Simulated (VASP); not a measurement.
# GaP (F-43m) in VASP: a series of runs, part 3 of 4

VASP 6.6.1. Earlier steps stand in the parts before.

## (4) G0W0 quasiparticle levels, PBE

POSCAR

```
GaP
1.0
    0.0000000000      2.7252500000      2.7252500000
    2.7252500000      0.0000000000      2.7252500000
    2.7252500000      2.7252500000      0.0000000000
Ga P
1 1
Direct
    0.0000000000      0.0000000000      0.0000000000
    0.7500000000      0.7500000000      0.7500000000
```

INCAR.step1

```
ALGO = Fast
EDIFF = 1E-8
ENCUT = 450
GGA = PE
ISMEAR = 0
LASPH = T
LCHARG = F
LREAL = F
LWAVE = T
NELM = 100
PREC = Accurate
SIGMA = 0.01
```

INCAR.step2

```
ALGO = Exact
EDIFF = 1E-8
ENCUT = 450
GGA = PE
ISMEAR = 0
ISTART = 1
LASPH = T
LCHARG = F
LOPTICS = T
LREAL = F
LWAVE = T
NBANDS = 170
NELM = 1
PREC = Accurate
SIGMA = 0.01
```

INCAR.step3

```
ALGO = EVGW0
EDIFF = 1E-8
ENCUT = 450
ENCUTGW = 100
GGA = PE
ISMEAR = 0
ISTART = 1
LASPH = T
LCHARG = F
LREAL = F
LWAVE = F
NBANDS = 170
NBANDSGW = 17
NELMGW = 1
NOMEGA = 48
PREC = Accurate
PRECFOCK = Fast
SIGMA = 0.01
```

KPOINTS

```
k-points
0
Gamma
  3 3 3
```

Potentials or basis: VASP PAW PBE potentials, release 64 (Ga_d_GW, P_GW).

Started as:

```bash
> cat potpaw_PBE.64/Ga_d_GW/POTCAR potpaw_PBE.64/P_GW/POTCAR > POTCAR
> cp INCAR.step1 INCAR
> mpirun -np 1 vasp_std > vasp.out
> cp INCAR.step2 INCAR
> mpirun -np 1 vasp_std > vasp.out
> cp INCAR.step3 INCAR
> mpirun -np 1 vasp_std > vasp.out
```

OUTCAR:

```text
EDIFF = 1E-8
   ENCUT = 450
   ENCUTGW = 100
   GGA = PE
   ISMEAR = 0
   ISTART = 1
   LASPH = T
   LREAL = F
   NELMGW = 1
   PREC = Accurate
   PRECFOCK = Fast

 Found      4 irreducible k-points:

 Following reciprocal coordinates:
            Coordinates               Weight
  0.000000  0.000000  0.000000      1.000000
  0.333333  0.000000  0.000000      8.000000
  0.333333  0.333333  0.000000      6.000000
 -0.333333  0.333333  0.000000     12.000000
   k-points           NKPTS =      4   k-points in BZ     NKDIM =     27   number of bands    NBANDS=    170
   number of dos      NEDOS =    301   number of ions     NIONS =      2
   total plane-waves  NPLWV =  21952
   dimension x,y,z NGX =    28 NGY =   28 NGZ =   28
   dimension x,y,z NGXF=    56 NGYF=   56 NGZF=   56
   ions per type =               1   1
   NGX,Y,Z   is equivalent  to a cutoff of  12.08, 12.08, 12.08 a.u.
   NGXF,Y,Z  is equivalent  to a cutoff of  24.16, 24.16, 24.16 a.u.
 SYSTEM =  unknown system
   PREC   = accura    normal or accurate (medium, high low for compatibility)
   ISTART =      1    job   : 0-new  1-cont  2-samecut
   ICHARG =      0    charge: 1-file 2-atom 10-const
   ISPIN  =      1    spin polarized calculation?
   LNONCOLLINEAR =      F non collinear calculations
   LSORBIT =      F    spin-orbit coupling
   LASPH  =      T    aspherical Exc in radial PAW
   ENCUT  =  450.0 eV  33.07 Ry    5.75 a.u.   6.67  6.67  6.67*2*pi/ulx,y,z
   NELM   =     60;   NELMIN=  2; NELMDL=  0     # of ELM steps
   EDIFF  = 0.1E-07   stopping-criterion for ELM
   LREAL  =      F    real-space projection
   EDIFFG = 0.1E-06   stopping-criterion for IOM
   NSW    =      0    number of steps for IOM
   IBRION =     -1    ionic relax: 0-MD 1-quasi-New 2-CG
   NFREE  =      0    steps in history (QN), initial steepest desc. (CG)
   ISIF   =      0    stress and relaxation
   ISYM   =      3    0-nonsym 1-usesym 2-fastsym
   POTIM  = 0.5000    time-step for ionic-motion
   TEBEG  =    0.0;   TEEND  =   0.0 temperature during run
   PSTRESS=    0.0 pullay stress
   NELECT =      18.0000    total number of electrons
   NUPDOWN=      -1.0000    fix difference up-down
   EMIN   =  10.00;   EMAX   =-10.00  energy-range for DOS
   EFERMI =   0.00;   METHOD = LEGACY
   ISMEAR =     0;   SIGMA  =   0.01  broadening in eV -4-tet -1-fermi 0-gaus
   EFERMI_NEDOS =   21; number of points for ismear=-14 and -15
   IALGO  =     38    algorithm
   IMIX   =      4    mixing-type and parameters
     AMIX     =   0.40;   BMIX     =  1.00
     AMIX_MAG =   1.60;   BMIX_MAG =  1.00
  volume/ion in A,a.u.               =      20.24       136.59
  Fermi-wavevector in a.u.,A,eV,Ry     =   1.249538  2.361284 21.243377  1.561344
  Thomas-Fermi vector in A             =   2.383574
   LORBIT       =      0    0 simple, 1 ext, 2 COOP (PROOUT), +10 PAW based schemes
   GGA     = PE    functional components
   LHFCALC =     T    Hartree Fock is set to
   PRECFOCK=fast      Normal, Fast or Accurate (Low or Medium for compatibility)
   ENCUT4O =  -1.0   cutoff for four orbital integrals eV
   NKREDX  =     1    reduce k-point grid by
   NKREDY  =     1    reduce k-point grid by
   NKREDZ  =     1    reduce k-point grid by
   AEXX    =    1.0000 exact exchange contribution
   HFSCREEN=    0.0000 screening length (either q_TF or 0.3 A-1)
   HFSCREENC=   0.0000 screening length for correlation (either q_TF or 0.3 A-1)
   ENCUTFOCK=  -1.0 apply spherical cutoff to Coloumb kernel
   IVDW    =     0    specifies the selected vdW correction
   LEPSILON=     F    determine dielectric tensor
   LRPA    =     F    only Hartree local field effects (RPA)
   LRPAFORCE           =     F    calculate RPA forces
   ENCUTGW             = 100.0    cutoff for response function in eV
   ENCUTGWSOFT         =  80.0    soft cutoff for Coulomb kernel in GW response function in eV
   ENCUTLF             =  -1.0    cutoff for local field effects
   NELMGW              =     1    number of iterations in solving QP/BSE equation
   NELMHF              =     1    number of iterations in the inner HF iteration
   NKREDLFX            =     1    NKREDLFY  =   1   NKREDLFZ  =   1
 non-spin polarized calculation
 Gauss-broadening in eV      SIGMA  =   0.01
  energy-cutoff  :      450.00
  volume of cell :       40.48
 maximum number of plane-waves:       893
 NGX is ok and might be reduce to    28
  NGX = 16; NGY = 16; NGZ = 16
   NGX = 13   NGY = 13   NGZ = 13
 maximum number of plane-waves:        92
 NGX is ok and might be reduce to    14

 QP shifts <psi_nk| G(iteration)W_0 |psi_nk>: iteration 1
 for sc-GW calculations column KS-energies equals QP-energies in previous step
 and V_xc(KS)=  KS-energies - (<T + V_ion + V_H > + <T+V_H+V_ion>^1  + <V_x>^1)

 k-point   1 :       0.0000    0.0000    0.0000
  band No.  KS-energies  QP-energies   sigma(KS)   V_xc(KS)     V^pw_x(r,r')   Z            occupation Imag(sigma)

      1     -10.1855     -12.9275     -25.6450     -21.6845     -35.0252       0.6923       2.0000       0.2579
      2     -10.1855     -12.9275     -25.6450     -21.6845     -35.0252       0.6923       2.0000       0.2579
      3     -10.1855     -12.9275     -25.6450     -21.6845     -35.0252       0.6923       2.0000       0.2579
      4     -10.0899     -12.8674     -25.8016     -21.8031     -35.1436       0.6946       2.0000       0.2253
      5     -10.0899     -12.8674     -25.8016     -21.8031     -35.1436       0.6946       2.0000       0.2253
      6      -8.0299      -8.5432     -12.0691     -11.3535     -18.6291       0.7174       2.0000       1.2133
[... 9 lines left out ...]
     16      14.1509      14.3916     -10.5104     -10.8284      -4.9890       0.7567       0.0000      -0.2506
     17      16.8528      16.6631      -8.4114      -8.1664      -2.3911       0.7744       0.0000      -0.5129

 k-point   2 :       0.3333    0.0000    0.0000
  band No.  KS-energies  QP-energies   sigma(KS)   V_xc(KS)     V^pw_x(r,r')   Z            occupation Imag(sigma)

      1     -10.2449     -12.9178     -25.2673     -21.4019     -34.6068       0.6915       2.0000       0.2896
      2     -10.1656     -12.9212     -25.6862     -21.7194     -35.0663       0.6947       2.0000       0.2561
      3     -10.1656     -12.9212     -25.6862     -21.7194     -35.0663       0.6947       2.0000       0.2561
      4     -10.0862     -12.8766     -25.8099     -21.8122     -35.1585       0.6980       2.0000       0.2239
      5     -10.0862     -12.8766     -25.8099     -21.8122     -35.1585       0.6980       2.0000       0.2239
      6      -6.7233      -7.2381     -12.6981     -11.9516     -18.9041       0.6897       2.0000       0.9364
[... 9 lines left out ...]
     16      14.1473      13.9883      -8.3548      -8.1523      -2.6893       0.7851       0.0000      -0.3613
     17      19.2487      19.2431      -9.7115      -9.7041      -3.0812       0.7545       0.0000      -0.7165

 k-point   3 :       0.3333    0.3333    0.0000
  band No.  KS-energies  QP-energies   sigma(KS)   V_xc(KS)     V^pw_x(r,r')   Z            occupation Imag(sigma)

      1     -10.2749     -12.9252     -25.2229     -21.3727     -34.5686       0.6884       2.0000       0.2926
      2     -10.1380     -12.9189     -25.7603     -21.7800     -35.1478       0.6987       2.0000       0.2532
      3     -10.1380     -12.9189     -25.7603     -21.7800     -35.1478       0.6987       2.0000       0.2532
      4     -10.1153     -12.8676     -25.7102     -21.7282     -35.0419       0.6912       2.0000       0.2278
      5     -10.0738     -12.8785     -25.8329     -21.8336     -35.1855       0.7013       2.0000       0.2204
      6      -6.2578      -6.7728     -12.7603     -12.0133     -18.7791       0.6894       2.0000       0.8597
[... 9 lines left out ...]
     16      18.8867      18.8737      -9.4100      -9.3929      -2.9341       0.7594       0.0000      -0.6626
     17      19.8687      20.0359     -10.7875     -11.0084      -3.9445       0.7569       0.0000      -0.9103

 k-point   4 :      -0.3333    0.3333    0.0000
  band No.  KS-energies  QP-energies   sigma(KS)   V_xc(KS)     V^pw_x(r,r')   Z            occupation Imag(sigma)

      1     -10.2739     -12.9208     -25.1805     -21.3467     -34.5251       0.6904       2.0000       0.2999
      2     -10.1480     -12.9202     -25.7238     -21.7434     -35.0963       0.6965       2.0000       0.2503
      3     -10.1366     -12.9212     -25.7603     -21.7834     -35.1500       0.7002       2.0000       0.2535
      4     -10.1004     -12.8713     -25.7661     -21.7746     -35.1095       0.6942       2.0000       0.2249
      5     -10.0831     -12.8802     -25.8081     -21.8123     -35.1572       0.7000       2.0000       0.2215
      6      -5.2808      -5.8197     -13.4138     -12.6406     -19.1783       0.6970       2.0000       0.7334
[... 9 lines left out ...]
     16      19.4742      19.4313      -9.2542      -9.1973      -2.7823       0.7542       0.0000      -0.6656
     17      20.2154      20.3557     -10.4494     -10.6356      -3.3956       0.7535       0.0000      -0.9085
```

Run time: 50 s. Hardware: 1 thread of Intel Xeon Platinum 8259CL at 2.50GHz (Skylake/Cascade Lake), shared host; peak memory 0.25 GiB.

The run converged, but some of its settings lie outside the range that counts as converged, so its numbers aren't taken as properties of the crystal.

Results:

- Band gap on the k mesh, mean-field level: 1.70 eV, indirect (least direct gap 1.80 eV)
- Quasiparticle gap: 2.23 eV
- Least direct quasiparticle gap: 2.71 eV

Caveat: the k mesh is coarse (spacing up to 0.67 Å⁻¹), so the values aren't converged; bands, screening cutoff and mesh are small and nothing is extrapolated, so the quasiparticle values aren't converged; an odd mesh through Γ misses points on the zone boundary, where band edges often lie.

## (5) G0W0 quasiparticle levels, PBE

POSCAR is that of step 4.

INCAR.step1 is that of step 4.

Changes to INCAR.step2 since step 4:

```diff
@@ -11,3 +11,3 @@
 LWAVE = T
-NBANDS = 170
+NBANDS = 251
 NELM = 1
```

Changes to INCAR.step3 since step 4:

```diff
@@ -11,3 +11,3 @@
 LWAVE = F
-NBANDS = 170
+NBANDS = 251
 NBANDSGW = 17
```

KPOINTS is that of step 4.

Potentials or basis: VASP PAW PBE potentials, release 64 (Ga_d_GW, P_GW).

Started as:

```bash
> cat potpaw_PBE.64/Ga_d_GW/POTCAR potpaw_PBE.64/P_GW/POTCAR > POTCAR
> cp INCAR.step1 INCAR
> mpirun -np 1 vasp_std > vasp.out
> cp INCAR.step2 INCAR
> mpirun -np 1 vasp_std > vasp.out
> cp INCAR.step3 INCAR
> mpirun -np 1 vasp_std > vasp.out
```

OUTCAR:

```text
EDIFF = 1E-8
   ENCUT = 450
   ENCUTGW = 100
   GGA = PE
   ISMEAR = 0
   ISTART = 1
   LASPH = T
   LREAL = F
   NELMGW = 1
   PREC = Accurate
   PRECFOCK = Fast

 Found      4 irreducible k-points:

 Following reciprocal coordinates:
            Coordinates               Weight
  0.000000  0.000000  0.000000      1.000000
  0.333333  0.000000  0.000000      8.000000
  0.333333  0.333333  0.000000      6.000000
 -0.333333  0.333333  0.000000     12.000000
   k-points           NKPTS =      4   k-points in BZ     NKDIM =     27   number of bands    NBANDS=    251
   number of dos      NEDOS =    301   number of ions     NIONS =      2
   total plane-waves  NPLWV =  21952
   dimension x,y,z NGX =    28 NGY =   28 NGZ =   28
   dimension x,y,z NGXF=    56 NGYF=   56 NGZF=   56
   ions per type =               1   1
   NGX,Y,Z   is equivalent  to a cutoff of  12.08, 12.08, 12.08 a.u.
   NGXF,Y,Z  is equivalent  to a cutoff of  24.16, 24.16, 24.16 a.u.
 SYSTEM =  unknown system
   PREC   = accura    normal or accurate (medium, high low for compatibility)
   ISTART =      1    job   : 0-new  1-cont  2-samecut
   ICHARG =      0    charge: 1-file 2-atom 10-const
   ISPIN  =      1    spin polarized calculation?
   LNONCOLLINEAR =      F non collinear calculations
   LSORBIT =      F    spin-orbit coupling
   LASPH  =      T    aspherical Exc in radial PAW
   ENCUT  =  450.0 eV  33.07 Ry    5.75 a.u.   6.67  6.67  6.67*2*pi/ulx,y,z
   NELM   =     60;   NELMIN=  2; NELMDL=  0     # of ELM steps
   EDIFF  = 0.1E-07   stopping-criterion for ELM
   LREAL  =      F    real-space projection
   EDIFFG = 0.1E-06   stopping-criterion for IOM
   NSW    =      0    number of steps for IOM
   IBRION =     -1    ionic relax: 0-MD 1-quasi-New 2-CG
   NFREE  =      0    steps in history (QN), initial steepest desc. (CG)
   ISIF   =      0    stress and relaxation
   ISYM   =      3    0-nonsym 1-usesym 2-fastsym
   POTIM  = 0.5000    time-step for ionic-motion
   TEBEG  =    0.0;   TEEND  =   0.0 temperature during run
   PSTRESS=    0.0 pullay stress
   NELECT =      18.0000    total number of electrons
   NUPDOWN=      -1.0000    fix difference up-down
   EMIN   =  10.00;   EMAX   =-10.00  energy-range for DOS
   EFERMI =   0.00;   METHOD = LEGACY
   ISMEAR =     0;   SIGMA  =   0.01  broadening in eV -4-tet -1-fermi 0-gaus
   EFERMI_NEDOS =   21; number of points for ismear=-14 and -15
   IALGO  =     38    algorithm
   IMIX   =      4    mixing-type and parameters
     AMIX     =   0.40;   BMIX     =  1.00
     AMIX_MAG =   1.60;   BMIX_MAG =  1.00
  volume/ion in A,a.u.               =      20.24       136.59
  Fermi-wavevector in a.u.,A,eV,Ry     =   1.249538  2.361284 21.243377  1.561344
  Thomas-Fermi vector in A             =   2.383574
   LORBIT       =      0    0 simple, 1 ext, 2 COOP (PROOUT), +10 PAW based schemes
   GGA     = PE    functional components
   LHFCALC =     T    Hartree Fock is set to
   PRECFOCK=fast      Normal, Fast or Accurate (Low or Medium for compatibility)
   ENCUT4O =  -1.0   cutoff for four orbital integrals eV
   NKREDX  =     1    reduce k-point grid by
   NKREDY  =     1    reduce k-point grid by
   NKREDZ  =     1    reduce k-point grid by
   AEXX    =    1.0000 exact exchange contribution
   HFSCREEN=    0.0000 screening length (either q_TF or 0.3 A-1)
   HFSCREENC=   0.0000 screening length for correlation (either q_TF or 0.3 A-1)
   ENCUTFOCK=  -1.0 apply spherical cutoff to Coloumb kernel
   IVDW    =     0    specifies the selected vdW correction
   LEPSILON=     F    determine dielectric tensor
   LRPA    =     F    only Hartree local field effects (RPA)
   LRPAFORCE           =     F    calculate RPA forces
   ENCUTGW             = 100.0    cutoff for response function in eV
   ENCUTGWSOFT         =  80.0    soft cutoff for Coulomb kernel in GW response function in eV
   ENCUTLF             =  -1.0    cutoff for local field effects
   NELMGW              =     1    number of iterations in solving QP/BSE equation
   NELMHF              =     1    number of iterations in the inner HF iteration
   NKREDLFX            =     1    NKREDLFY  =   1   NKREDLFZ  =   1
 non-spin polarized calculation
 Gauss-broadening in eV      SIGMA  =   0.01
  energy-cutoff  :      450.00
  volume of cell :       40.48
 maximum number of plane-waves:       893
 NGX is ok and might be reduce to    28
  NGX = 16; NGY = 16; NGZ = 16
   NGX = 13   NGY = 13   NGZ = 13
 maximum number of plane-waves:        92
 NGX is ok and might be reduce to    14

 QP shifts <psi_nk| G(iteration)W_0 |psi_nk>: iteration 1
 for sc-GW calculations column KS-energies equals QP-energies in previous step
 and V_xc(KS)=  KS-energies - (<T + V_ion + V_H > + <T+V_H+V_ion>^1  + <V_x>^1)

 k-point   1 :       0.0000    0.0000    0.0000
  band No.  KS-energies  QP-energies   sigma(KS)   V_xc(KS)     V^pw_x(r,r')   Z            occupation Imag(sigma)

      1     -10.1855     -12.9279     -25.6445     -21.6845     -35.0252       0.6925       2.0000       0.2447
      2     -10.1855     -12.9279     -25.6445     -21.6845     -35.0252       0.6925       2.0000       0.2447
      3     -10.1855     -12.9279     -25.6445     -21.6845     -35.0252       0.6925       2.0000       0.2447
      4     -10.0899     -12.8692     -25.8003     -21.8031     -35.1436       0.6953       2.0000       0.2123
      5     -10.0899     -12.8692     -25.8003     -21.8031     -35.1436       0.6953       2.0000       0.2123
      6      -8.0299      -8.5554     -12.0865     -11.3535     -18.6291       0.7168       2.0000       1.2120
[... 9 lines left out ...]
     16      14.1509      14.3774     -10.5291     -10.8284      -4.9890       0.7568       0.0000      -0.2465
     17      16.8528      16.6503      -8.4279      -8.1664      -2.3911       0.7742       0.0000      -0.5072
[... 46 lines left out ...]
      1     -10.2739     -12.9199     -25.1806     -21.3467     -34.5251       0.6902       2.0000       0.2877
      2     -10.1480     -12.9210     -25.7232     -21.7434     -35.0963       0.6967       2.0000       0.2370
      3     -10.1366     -12.9216     -25.7598     -21.7834     -35.1500       0.7004       2.0000       0.2403
      4     -10.1004     -12.8729     -25.7651     -21.7746     -35.1095       0.6948       2.0000       0.2118
      5     -10.0831     -12.8811     -25.8070     -21.8123     -35.1572       0.7004       2.0000       0.2085
      6      -5.2808      -5.8294     -13.4276     -12.6406     -19.1783       0.6971       2.0000       0.7337
[... 9 lines left out ...]
     16      19.4742      19.4100      -9.2825      -9.1973      -2.7823       0.7541       0.0000      -0.6577
     17      20.2154      20.3275     -10.4869     -10.6356      -3.3956       0.7537       0.0000      -0.8986
```

OUTCAR.step1:

```text
EDIFF = 1E-8
   ENCUT = 450
   GGA = PE
   ISMEAR = 0
   LASPH = T
[... 172 lines left out ...]
 -----------------------------------------------------------------------------------
      0.00000      0.00000      0.00000         0.000000      0.000000      0.000000
      4.08788      4.08788      4.08788        -0.000000     -0.000000     -0.000000
 -----------------------------------------------------------------------------------
    total drift:                               -0.000012     -0.000012     -0.000011

  FREE ENERGIE OF THE ION-ELECTRON SYSTEM (eV)
  ---------------------------------------------------
  free  energy   TOTEN  =        -8.5981966146 eV

  energy  without entropy=       -8.5981966146  energy(sigma->0) =       -8.59819661
```

Run time: 63 s. Hardware: 1 thread of Intel Xeon Platinum 8259CL at 2.50GHz (Skylake/Cascade Lake), shared host; peak memory 0.26 GiB.

The run converged, but some of its settings lie outside the range that counts as converged, so its numbers aren't taken as properties of the crystal.

What came out:

```
Band gap on the k mesh, mean-field level : 1.70 eV, indirect (least direct gap 1.80 eV)
Quasiparticle gap                        : 2.23 eV
Least direct quasiparticle gap           : 2.69 eV
```

Caveat: the k mesh is coarse (spacing up to 0.67 Å⁻¹), so the values aren't converged; bands, screening cutoff and mesh are small and nothing is extrapolated, so the quasiparticle values aren't converged; an odd mesh through Γ misses points on the zone boundary, where band edges often lie.

(Continued in part 4 of 4.)
